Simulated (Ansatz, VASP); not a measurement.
**TiAl in VASP and in Ansatz**

File INCAR:

```
  PREC = Accurate
  ENCUT = 520
  EDIFF = 1E-6
  ISMEAR = 0
  SIGMA = 0.1
  LREAL = F
  LASPH = T
  NELM = 100
  ALGO = Fast
  ISIF = 2
  LWAVE = F
  LCHARG = T
  GGA = PE
  LELF = T
  LVHAR = T
  NBANDS = 14
```

KPOINTS

```
Automatic mesh
0
Gamma
  18 18 10
```

Contents of POSCAR:

```
TiAl
1.0
    2.8253715315      0.0000000000      0.0000000000
   -1.4126857657      2.4468435214      0.0000000000
    0.0000000000      0.0000000000      4.5395649624
Ti Al
1 1
Direct
    0.0000000000      0.0000000000      0.0000000000
    0.3333333333      0.6666666667      0.5000000000
```

Input for Ansatz:

```yaml
crystal:
  lattice:
    - [2.8253715315, 0.0, 0.0]
    - [-1.4126857657, 2.4468435214, 0.0]
    - [0.0, 0.0, 4.5395649624]
  atoms:
    - { symbol: Ti, position: [0.0, 0.0, 0.0] }
    - { symbol: Al, position: [0.3333333333, 0.6666666667, 0.5] }
basis:
  ecutwfc: 420
kpoints:
  mp_grid: { grid: [18, 18, 10] }
hamiltonian:
  xc: pbe
scf:
  occupations: { method: gaussian, width: 0.1 }
output:
  forces: true
  stress: true
  eigenvalues: true
```

Alike in both runs: task single point; functional PBE; k mesh 18 × 18 × 10; occupations gaussian, width 0.1 eV; no spin polarisation.

|  | VASP | Ansatz |
| --- | --- | --- |
| version | VASP 6.6.1 | Ansatz 0.2.0 |
| potentials or method | VASP PAW PBE potentials, release 64 (Ti_sv, Al) | scalar-relativistic, plane waves, PAW |
| plane-wave cutoff (eV) | 520 | 420 |
| valence electrons in the cell | 15 | 15 |

Ansatz gave:

* gap on the k mesh at the Fermi level (eV): none
* pressure (GPa): 7.6
* largest component of the traceless stress (GPa): 1.37

Which values does VASP return?

gap on the k mesh at the Fermi level (eV): none; pressure (GPa): 7.4; largest component of the traceless stress (GPa): 1.43.

A gap of «none» marks a metal or a gap that the smearing closes.
